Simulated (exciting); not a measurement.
# InAs (F-43m) in exciting: notebook, part 3 of 3

exciting (release sodium). Earlier steps stand in the parts before.

### 4 Optical spectrum, PBEsol

input.xml

```xml
<input>
  <title>InAs</title>
  <structure speciespath="./" tshift="false">
    <crystal scale="8.0655335175">
      <basevect>0.000000000000 0.707106781188 0.707106781188</basevect>
      <basevect>0.707106781188 0.000000000000 0.707106781188</basevect>
      <basevect>0.707106781188 0.707106781188 0.000000000000</basevect>
    </crystal>
    <species speciesfile="In.xml" rmt="2.3">
      <atom coord="0.000000000000 0.000000000000 0.000000000000"/>
    </species>
    <species speciesfile="As.xml" rmt="2">
      <atom coord="0.750000000000 0.750000000000 0.750000000000"/>
    </species>
  </structure>
  <groundstate do="fromscratch" ngridk="4 4 4" rgkmax="8" gmaxvr="14" lmaxapw="10" lmaxmat="10" lmaxvr="8" xctype="GGA_PBE_SOL" stype="Methfessel-Paxton 1" swidth="0.00499791" nempty="28" ValenceRelativity="iora*" epsengy="1e-05" epspot="1e-05" maxscl="60" outputlevel="normal" vkloff="0.5 0.5 0.5"/>
  <properties>
    <momentummatrix/>
    <dielmat intraband="false" wmax="0.8" wgrid="200" swidth="0.01" tevout="true">
      <epscomp>1 1</epscomp>
      <epscomp>2 2</epscomp>
      <epscomp>3 3</epscomp>
    </dielmat>
  </properties>
</input>
```

Potentials or basis: all-electron LAPW+lo, shipped species files, valence relativity iora*.

On the command line:

```bash
OMP_NUM_THREADS=1 exciting_smp
```

INFO.OUT:

```text
================================================================================
EXCITING SODIUM started
[... 10 lines left out ...]

 Lattice vectors (cartesian) :
      0.0000000000      5.7031934441      5.7031934441
      5.7031934441      0.0000000000      5.7031934441
      5.7031934441      5.7031934441      0.0000000000

 Reciprocal lattice vectors (cartesian) :
     -0.5508479915      0.5508479915      0.5508479915
      0.5508479915     -0.5508479915      0.5508479915
      0.5508479915      0.5508479915     -0.5508479915

 Unit cell volume                           :     371.0088788371
 Brillouin zone volume                      :       0.6685829574

 Species :    1 (In)
     parameters loaded from                 :    In.xml
     name                                   :    indium
     nuclear charge                         :     -49.00000000
     electronic charge                      :      49.00000000
     atomic mass                            :  209300.41010000
     muffin-tin radius                      :       2.30000000
     # of radial points in muffin-tin       :     400

     atomic positions (lattice) :
       1 :   0.00000000  0.00000000  0.00000000

 Species :    2 (As)
     parameters loaded from                 :    As.xml
     name                                   :    arsenic
     nuclear charge                         :     -33.00000000
     electronic charge                      :      33.00000000
     atomic mass                            :  136573.72190000
     muffin-tin radius                      :       2.00000000
     # of radial points in muffin-tin       :     350

     atomic positions (lattice) :
       1 :   0.75000000  0.75000000  0.75000000

 Total number of atoms per unit cell        :       2

 Spin treatment                             :    spin-unpolarised

 Number of Bravais lattice symmetries       :      48
 Number of crystal symmetries               :      24

 k-point grid                               :       4    4    4
 k-point offset :       0.500000  0.500000  0.500000
 Total number of k-points                   :      20
 k-point set is reduced with crystal symmetries

 R^MT_min * |G+k|_max (rgkmax)              :       8.00000000
 Species with R^MT_min                      :       2 (As)
 Maximum |G+k| for APW functions            :       4.00000000
 Maximum |G| for potential and density      :      14.00000000

 G-vector grid sizes                        :      36    36    36
 Total number of G-vectors                  :   17153

 Maximum angular momentum used for
     APW functions                          :      10
     computing H and O matrix elements      :      10
     potential and density                  :       8
     inner part of muffin-tin               :       2

 Total nuclear charge                       :     -82.00000000
 Total electronic charge                    :      82.00000000
 Total core charge                          :      48.00000000
 Total valence charge                       :      34.00000000

 Number of empty states                     :      28
 Total number of valence states             :      46

 Maximum Hamiltonian size                   :     438
 Maximum number of plane-waves              :     407
 Total number of local-orbitals             :      31

 Exchange-correlation type                  :      22
     PBEsol, Phys. Rev. Lett. 100, 136406 (2008)
     Generalised gradient approximation (GGA)

 Smearing scheme                            :    Methfessel-Paxton order 1, Phys. Rev. B 40, 3616 (1989)
 Smearing width                             :       0.00499791

 Using multisecant Broyden potential mixing
[... 16 lines left out ...]
+ SCF iteration number :    1                                                  +
++++++++++++++++++++++++++++++++++++++++++++++++++++++++++++++++++++++++++++++++
 Total energy                               :     -8137.83532543
 _______________________________________________________________
 Fermi energy                               :         0.17373918
 Kinetic energy                             :      8488.93121063
 Coulomb energy                             :    -16387.19343265
 Exchange energy                            :      -234.75229961
 Correlation energy                         :        -4.82080380

 DOS at Fermi energy (states/Ha/cell)       :        -0.00000000

 Electron charges :
     core                                   :        48.00000000
     core leakage                           :         0.00235631
     valence                                :        34.00000000
     interstitial                           :         4.89008248
     charge in muffin-tin spheres :
                  atom     1    In          :        46.59090915
                  atom     2    As          :        30.51900837
     total charge in muffin-tins            :        77.10991752
     total charge                           :        82.00000000

 Estimated fundamental gap                  :         0.05521936
        valence-band maximum at    1      0.1250  0.1250  0.1250
     conduction-band minimum at   20      0.8750  0.8750  0.8750

++++++++++++++++++++++++++++++++++++++++++++++++++++++++++++++++++++++++++++++++
+ SCF iteration number :    2                                                  +
++++++++++++++++++++++++++++++++++++++++++++++++++++++++++++++++++++++++++++++++
 Total energy                               :     -8139.32404735
 _______________________________________________________________
 Fermi energy                               :         0.17934507
 Kinetic energy                             :      8488.10058523
 Coulomb energy                             :    -16387.82962344
 Exchange energy                            :      -234.77324800
 Correlation energy                         :        -4.82176113

 DOS at Fermi energy (states/Ha/cell)       :        -0.00000001

 Electron charges :
     core                                   :        48.00000000
     core leakage                           :         0.00235441
     valence                                :        34.00000000
     interstitial                           :         4.90953971
     charge in muffin-tin spheres :
                  atom     1    In          :        46.66059246
                  atom     2    As          :        30.42986784
     total charge in muffin-tins            :        77.09046029
     total charge                           :        82.00000000
[... 361 lines left out ...]
++++++++++++++++++++++++++++++++++++++++++++++++++++++++++++++++++++++++++++++++
+ SCF iteration number :   14                                                  +
++++++++++++++++++++++++++++++++++++++++++++++++++++++++++++++++++++++++++++++++
 Total energy                               :     -8140.12363589
 _______________________________________________________________
 Fermi energy                               :         0.18192748
 Kinetic energy                             :      8487.61050663
 Coulomb energy                             :    -16388.12417520
 Exchange energy                            :      -234.78744568
 Correlation energy                         :        -4.82252164

 DOS at Fermi energy (states/Ha/cell)       :        -0.00000277

 Electron charges :
     core                                   :        48.00000000
     core leakage                           :         0.00233595
     valence                                :        34.00000000
     interstitial                           :         4.93287801
     charge in muffin-tin spheres :
                  atom     1    In          :        46.70798774
                  atom     2    As          :        30.35913425
     total charge in muffin-tins            :        77.06712199
     total charge                           :        82.00000000

 Estimated fundamental gap                  :         0.04321842
        valence-band maximum at    1      0.1250  0.1250  0.1250
     conduction-band minimum at   11      0.3750  0.3750  0.3750

 RMS change in effective potential (target) :  0.134937E-08  ( 0.100000E-04)
 Absolute change in total energy   (target) :  0.127350E-05  ( 0.100000E-04)
 Charge distance                   (target) :  0.783672E-09  ( 0.100000E-04)

++++++++++++++++++++++++++++++++++++++++++++++++++++++++++++++++++++++++++++++++
| Convergency criteria checked for the last 2 iterations                       +
| Convergence targets achieved. Performing final SCF iteration                 +
++++++++++++++++++++++++++++++++++++++++++++++++++++++++++++++++++++++++++++++++
 Total energy                               :     -8140.12363625
 _______________________________________________________________
 Fermi energy                               :         0.18192748
 Kinetic energy                             :      8487.61050648
 Coulomb energy                             :    -16388.12417540
 Exchange energy                            :      -234.78744570
 Correlation energy                         :        -4.82252164

 DOS at Fermi energy (states/Ha/cell)       :        -0.00000277

 Electron charges :
     core                                   :        48.00000000
     core leakage                           :         0.00233595
     valence                                :        34.00000000
     interstitial                           :         4.93287801
     charge in muffin-tin spheres :
                  atom     1    In          :        46.70798774
                  atom     2    As          :        30.35913425
     total charge in muffin-tins            :        77.06712199
     total charge                           :        82.00000000

 Estimated fundamental gap                  :         0.04321842
        valence-band maximum at    1      0.1250  0.1250  0.1250
     conduction-band minimum at   11      0.3750  0.3750  0.3750

++++++++++++++++++++++++++++++++++++++++++++++++++++++++++++++++++++++++++++++++
[... 9 lines left out ...]
| EXCITING SODIUM stopped                                                      =
================================================================================
```

Run time: 93 s. Hardware: 1 thread of Arm Neoverse V1, shared host; peak memory 0.39 GiB.

Results:

* All electrons inside the program's atomic spheres: In 46.71; As 30.36 (radii In 2.3, As 2.0 bohr)

Dielectric function (mean over the directions given):
```
energy (eV)  real part  imaginary part
       0.33      18.02            0.88
       1.31      14.38           14.31
       2.29      10.10            7.76
       3.37       5.97            9.88
       4.35      -4.15           15.27
       5.44      -4.16           11.21
       6.42      -3.96            5.61
       7.51      -2.26            3.00
       8.49      -2.00            2.07
       9.58      -1.43            0.97
      10.56      -1.01            1.19
      11.65      -0.49            0.49
      12.63      -0.22            0.49
      13.71      -0.12            0.45
      14.69       0.10            0.33
      15.78       0.35            0.25
      16.76       0.41            0.31
      17.85       0.48            0.26
      18.83       0.56            0.34
      19.92       0.46            0.29
```

Caveat: spectra need much finer meshes, so this one isn't converged; independent-particle spectra lack excitons.

### 5 The runs side by side

| task | level | k mesh | smearing | outputlevel | nempty | top of the spectrum (Ha) | broadening (Ha) | rgkmax | gap on the mesh (eV) |
| --- | --- | --- | --- | --- | --- | --- | --- | --- | --- |
| band structure | PBE | 8 × 8 × 8 | fermi-dirac 0.05 eV | low | 10 | - | - | 9 | none |
| band structure | LDA | 8 × 8 × 8 | fermi-dirac 0.05 eV | low | 10 | - | - | 9 | none |
| optical spectrum | PBEsol | 4 × 4 × 4, shifted | methfessel-paxton 0.136 eV | normal | 28 | 0.8 Ha | 0.01 Ha | 8 | - |

Alike in all rows: potentials or basis all-electron LAPW+lo, shipped species files, valence relativity iora*; no spin polarisation; cell as given.

Caveats: spin-orbit coupling is left out, which moves the levels of the heavy elements (some runs); this crystal is a semiconductor, whose small gap the functional closes, so the metal is an error of the method (some runs); the tetrahedron DOS on this energy grid can lose part of the weight of narrow d or f bands (some runs); spectra need much finer meshes, so this one isn't converged (some runs); independent-particle spectra lack excitons (some runs).

Compare energies only between runs with the same functional and basis.

### 6 Comparison with measurements

Step 2. Against the measured gap of InAs, 0.418 eV (direct; 4.2 K; a printed reference work, data compilation), the calculated 0.00 eV is off by -0.42 eV. Spin-orbit coupling on As, In is left out. The value is that of PBE on a finite k mesh, which can miss the band edges, without temperature or zero-point motion. Semilocal functionals fall short of measured gaps as a rule.

Step 3. Against the measured gap of InAs, 0.418 eV (direct; 4.2 K; a printed reference work, data compilation), the calculated 0.00 eV is off by -0.42 eV. Spin-orbit coupling on As, In is left out. The value is that of LDA on a finite k mesh, which can miss the band edges, without temperature or zero-point motion. Semilocal functionals fall short of measured gaps as a rule.
